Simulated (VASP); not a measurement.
**MgF₂ (strained rutile), PBE single-point calculation: Ansatz's output and VASP's**

```
Mg F
1.0
     4.57580    0.00000    0.00000
     0.00000    4.57580    0.00000
     0.00000    0.00000    3.06618
Mg F
2 4
Direct
  0.00000 0.00000 0.00000
  0.50000 0.50000 0.50000
  0.30314 0.30314 0.00000
  0.19686 0.80314 0.50000
  0.80314 0.19686 0.50000
  0.69686 0.69686 0.00000
```

Ansatz printed

```
SCF 1 converged in 6 iterations: F = -7091.030556 eV  dr2 = 9.76e-9
  greatest PAW one-centre occupation: 1.000 electrons in one spin orbital (limit 2), on the Mg atom at site 1 (counted from 0), in its partial waves of l = 0
NSCF: frozen V_eff on 6 k-points
SCF converged after 6 iterations
Free energy (F): -7091.030556 eV
Harris-Foulkes:  -7091.030556 eV  (|F-HF|=3.81e-10)
Internal energy: -7091.030556 eV  (E = F + TS)
E sigma→0 (E₀):  -7091.030556 eV
Fermi energy:    6.227272 eV
--- Per-component energies (eV) ---
  E_band       = -809.454022
  E_kinetic    = 988.581205
  E_local      = -5271.660808  (includes V_loc(G=0)·N_el)
  E_nonlocal   = 484.050189
  E_hartree    = 1899.636888
  E_xc         = -381.202435
  E_vxc        = -489.175447  (∫ρ·V_xc dr)
  E_paw        = -1387.877191  (= ΣΔE_a)
  E_vpaw       = -320.536071  (= ΣTr[D̂ρ^β])
  E_aug_tail   = 0.008253  (compensation charges beyond the density's cutoff)
  E_ewald      = -3422.566657
  E_smearing   = -0.000000  (= −TS)
  E_closure    = 0.000000  (closes the sum)
  Σ components = -7091.030556   (vs F -7091.030556, Δ=0.00e0)
--- Forces (eV/Å), atoms counted from 1 ---
  atom   1  Mg     0.00000000    -0.00000000     0.00000000
  atom   2  Mg     0.00000000    -0.00000000     0.00000000
  atom   3  F     -0.01571609    -0.01571609     0.00000000
  atom   4  F      0.01571609    -0.01571609     0.00000000
  atom   5  F     -0.01571609     0.01571609     0.00000000
  atom   6  F      0.01571609     0.01571609     0.00000000
  max |Σ_I F_I| component: 3.47e-18 eV/Å
--- Stress (GPa, compression-positive) ---
        6.861559       0.000000       0.000000
        0.000000       6.861559       0.000000
        0.000000       0.000000       5.398069
  P = ⅓ Tr σ = 6.3737 GPa (63.737 kbar)
--- Band table (eV; the first three rows and the last of 50) ---
  k-point 0: bands = ["-68.1412", "-68.1402", "-34.9248", "-34.9248", "-34.8938", "-34.8938", "-34.8893", "-34.8851", "-18.1820", "-17.3062", "-17.3062", "-17.2516", "-1.4864", "0.0619", "0.5377", "0.5377", "0.6304", "0.7177", "1.3511", "1.3511", "1.8722", "2.3051", "2.3051", "2.6100", "9.8411", "14.9792", "14.9792", "16.3496", "17.2337"]
  k-point 1: bands = ["-68.1408", "-68.1399", "-34.9229", "-34.9229", "-34.8956", "-34.8937", "-34.8937", "-34.8918", "-18.1232", "-17.2984", "-17.2984", "-17.2598", "-1.3892", "0.1672", "0.4908", "0.5834", "0.5834", "0.6608", "1.2238", "1.2238", "1.5846", "2.2505", "2.2505", "2.5301", "10.3037", "15.3279", "15.3279", "16.5513", "17.2603"]
  k-point 2: bands = ["-68.1400", "-68.1392", "-34.9184", "-34.9184", "-34.9106", "-34.9079", "-34.8937", "-34.8937", "-17.9639", "-17.2960", "-17.2793", "-17.2793", "-1.1234", "0.1988", "0.4606", "0.4666", "0.6440", "0.6440", "0.9717", "1.0060", "1.0060", "2.0972", "2.0972", "2.2917", "11.4696", "16.2048", "16.2048", "16.6685", "17.3672"]
  k-point 49: bands = ["-68.1385", "-68.1385", "-34.9311", "-34.9311", "-34.9115", "-34.9115", "-34.8945", "-34.8945", "-17.4853", "-17.4853", "-17.3000", "-17.3000", "-1.1934", "-1.1934", "-0.4659", "-0.4659", "1.1572", "1.1572", "1.2458", "1.2458", "2.0002", "2.0002", "2.1413", "2.1413", "16.0327", "16.0327", "16.1851", "16.1851", "17.3223"]
```

The two codes use different PAW datasets and cutoffs. VASP's cell holds 32 valence electrons and Ansatz's 48. Ansatz's stress includes a Pulay correction; VASP's doesn't.

What does VASP give for the same cell and level of theory?

gap between bands v and c 7.19 eV; least direct gap 7.19 eV; pressure 5.5 GPa; largest force 0.02 eV/Å.

From OUTCAR

```
k-points           NKPTS =     50   k-points in BZ     NKDIM =     50   number of bands    NBANDS=     25

   NELECT =      32.0000    total number of electrons

   dimension x,y,z NGX =    36 NGY =   36 NGZ =   24
   dimension x,y,z NGXF=    72 NGYF=   72 NGZF=   48

  energy-cutoff  :      520.00
  volume of cell :       64.20
      direct lattice vectors                 reciprocal lattice vectors
     4.575795835  0.000000000  0.000000000     0.218541219  0.000000000  0.000000000
     0.000000000  4.575795835  0.000000000     0.000000000  0.218541219  0.000000000
     0.000000000  0.000000000  3.066182575     0.000000000  0.000000000  0.326138439

 k-points in reciprocal lattice and weights: KPOINTS created by Atomic Simulation Env
   0.00000000  0.00000000  0.00000000       0.003
   0.16666667  0.00000000  0.00000000       0.014
   0.33333333  0.00000000  0.00000000       0.014
   0.50000000  0.00000000  0.00000000       0.007
   0.16666667  0.16666667  0.00000000       0.014
   0.33333333  0.16666667  0.00000000       0.028
   0.50000000  0.16666667  0.00000000       0.014
   0.33333333  0.33333333  0.00000000       0.014
   ...

 E-fermi :  -0.7240

 k-point     1 :       0.0000    0.0000    0.0000
  band No.  band energies     occupation
      1     -21.9035      2.00000
      2     -21.0561      2.00000
      3     -21.0561      2.00000
      4     -20.9692      2.00000
      5      -5.2143      2.00000
      6      -3.6538      2.00000
      7      -3.1906      2.00000
      8      -3.1906      2.00000
      9      -3.0966      2.00000
     10      -3.0026      2.00000
     11      -2.3663      2.00000
     12      -2.3663      2.00000
     13      -1.8452      2.00000
     14      -1.4071      2.00000
     15      -1.4071      2.00000
     16      -1.1004      2.00000
     17       6.0910      0.00000
     18      11.2260      0.00000
     19      11.2260      0.00000
     20      12.5962      0.00000
     21      13.5115      0.00000
     22      15.0447      0.00000
     23      15.1911      0.00000
     24      17.7120      0.00000
     25      17.7120      0.00000

 k-point     2 :       0.1667    0.0000    0.0000
  band No.  band energies     occupation
      1     -21.8569      2.00000
      2     -21.1500      2.00000
      3     -21.0438      2.00000
      4     -20.9418      2.00000
      5      -5.1093      2.00000
      6      -3.6107      2.00000
      7      -3.5578      2.00000
      8      -3.0517      2.00000
      9      -3.0429      2.00000
     10      -2.7109      2.00000
     11      -2.4200      2.00000
     12      -2.3320      2.00000
     13      -1.8802      2.00000
     14      -1.6559      2.00000
     15      -1.4298      2.00000
     16      -1.1691      2.00000
     17       6.4447      0.00000
     18      10.7526      0.00000
     19      11.4048      0.00000
     20      12.7155      0.00000
     21      13.8010      0.00000
     22      15.0846      0.00000
     23      15.2177      0.00000
     24      17.4332      0.00000
     25      17.8157      0.00000

 k-point     3 :       0.3333    0.0000    0.0000
  band No.  band energies     occupation
      1     -21.7256      2.00000
      2     -21.3293      2.00000
      3     -21.0110      2.00000
      4     -20.9404      2.00000
      5      -4.8321      2.00000
      6      -4.0204      2.00000
      7      -3.3804      2.00000
      8      -2.9264      2.00000
      9      -2.7317      2.00000
     10      -2.5627      2.00000
     11      -2.4814      2.00000
     12      -2.2429      2.00000
     13      -2.2375      2.00000
     14      -1.9762      2.00000
     15      -1.4791      2.00000
     16      -1.3407      2.00000
     17       7.3520      0.00000
     18       9.7352      0.00000
     19      11.8873      0.00000
     20      12.7766      0.00000
     21      14.3348      0.00000
     22      14.8883      0.00000
     23      15.8238      0.00000
     24      17.0554      0.00000
     25      17.5648      0.00000

 k-point     4 :       0.5000    0.0000    0.0000
  band No.  band energies     occupation
      1     -21.5362      2.00000
      2     -21.5362      2.00000
      3     -20.9703      2.00000
      4     -20.9703      2.00000
      5      -4.4552      2.00000
      6      -4.4552      2.00000
      7      -2.8960      2.00000
      8      -2.8960      2.00000
      9      -2.7488      2.00000
     10      -2.7488      2.00000
     11      -2.4762      2.00000
     12      -2.4762      2.00000
     13      -2.1073      2.00000
     14      -2.1073      2.00000
     15      -1.4790      2.00000
     16      -1.4790      2.00000
     17       8.5293      0.00000
     18       8.5293      0.00000
     19      12.4634      0.00000
     20      12.4634      0.00000
     21      14.6921      0.00000
     22      14.6921      0.00000
     23      16.7286      0.00000
     24      16.7286      0.00000
     25      17.5590      0.00000

 ...

  Total        2.4145062      2.4145062      1.7852922      0.0000000      0.0000000      0.0000000
  in kB       60.2570153     60.2570153     44.5541951      0.0000000      0.0000000      0.0000000
  external PRESSURE =      55.0227419 kB  Pullay stress =       0.0000000 kB

 POSITION                                       TOTAL-FORCE (eV/Angst)
 -----------------------------------------------------------------------------------
      0.00000      0.00000      0.00000         0.000000     -0.000000     -0.000000
      2.28790      2.28790      1.53309         0.000000     -0.000000     -0.000000
      1.38709      1.38709      0.00000        -0.014888     -0.014888     -0.000000
      0.90080      3.67499      1.53309         0.014888     -0.014888     -0.000000
      3.67499      0.90080      1.53309        -0.014888      0.014888      0.000000
      3.18870      3.18870      0.00000         0.014888      0.014888      0.000000
 -----------------------------------------------------------------------------------
    total drift:                                0.000000      0.000000      0.000000

  FREE ENERGIE OF THE ION-ELECTRON SYSTEM (eV)
  ---------------------------------------------------
  free  energy   TOTEN  =       -31.4744471292 eV

  energy  without entropy=      -31.4744471292  energy(sigma->0) =      -31.47444713
```
